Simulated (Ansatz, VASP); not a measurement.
# Pd: VASP beside Ansatz

Contents of INCAR:

```
SYSTEM = Pd
  PREC = Accurate
  ENCUT = 520
  EDIFF = 1E-6
  ISMEAR = -1
  SIGMA = 0.1
  LREAL = .False.
  LASPH = .True.
  NELM = 100
  ALGO = Normal
  ISIF = 2
  LWAVE = .False.
  LCHARG = .False.
  NBANDS = 11
```

KPOINTS

```
Automatic mesh
0
Gamma
  20 20 20
  0 0 0
```

The input POSCAR:

```
Pd
1.0
    0.0000000000      1.9211411165      1.9211411165
    1.9211411165      0.0000000000      1.9211411165
    1.9211411165      1.9211411165      0.0000000000
Pd
1
Direct
    0.0000000000      0.0000000000      0.0000000000
```

Input for Ansatz:

```yaml
crystal:
  lattice:
    - [0.0, 1.9211411165, 1.9211411165]
    - [1.9211411165, 0.0, 1.9211411165]
    - [1.9211411165, 1.9211411165, 0.0]
  atoms:
    - { symbol: Pd, position: [0.0, 0.0, 0.0] }
hamiltonian:
  xc: lda
  pseudopotentials:
    kind: paw
    azcp:
      Pd: "pseudopotentials/Pd.paw.azcp"
basis:
  ecutwfc: 420
  fft_grid_basis: typed
kpoints:
  mp_grid: { grid: [20, 20, 20], shift: [0, 0, 0] }
magnetization:
  spin_polarized: false
scf:
  occupations: { method: fermi_dirac, width: 0.1 }
  lower_state_search: "off"
output:
  stress: true
```

Alike in both runs: task single point; functional LDA; k mesh 20 × 20 × 20; occupations fermi-dirac, width 0.1 eV; no spin polarisation.

```csv
,VASP,Ansatz
version,VASP 6.6.1,Ansatz 0.2.0
potentials or method,"VASP PAW LDA potentials, release 64 (Pd)","plane waves (420 eV) with PAW, scalar-relativistic"
plane-wave cutoff (eV),520,420
valence electrons in the cell,10,18
```

|  | VASP | Ansatz | Ansatz less VASP |
| --- | --- | --- | --- |
| pressure (GPa) | 0.1 | -0.2 | -0.28 |

The two sets of potentials don't hold the same shells in valence. Ansatz warned: «pseudo_functional_mismatch».
